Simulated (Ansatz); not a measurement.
# Ti: how the free axis answers a strain

Ti, P6/mmm, a = 4.515 Å, c = 2.799 Å. This isn't the element's structure at ambient conditions. Ansatz: PBEsol, PAW, 420 eV, Γ-centred 12×12×18 mesh on 3 atoms, Gaussian smearing 0.10 eV; no spin polarisation. Series: biaxial strain in the a-b plane, c and atoms relaxed; x is the strain in per cent. y is the change of c in per cent of 2.799 Å.

```tsv
x (%)	y (%)
-3.0	1.51
-2.0	0.97
-1.0	0.48
0.0	0.00
1.0	?
2.0	-0.82
3.0	-1.19
```

Question: Fit y = c1 x + c2 x² to the other rows, say what c1 measures, and predict the missing y.

Answer: Least squares on the rows shown. y = −0.4497 x + 0.01800 x². With no stress along c, c1 = −2C13/C33 = -0.450. At x = 1.0 the fit asked for gives -0.43 %. The run gave -0.42 %, so the fit is 0.01 % too low, within twice the rms miss on the fitted rows (0.007 %).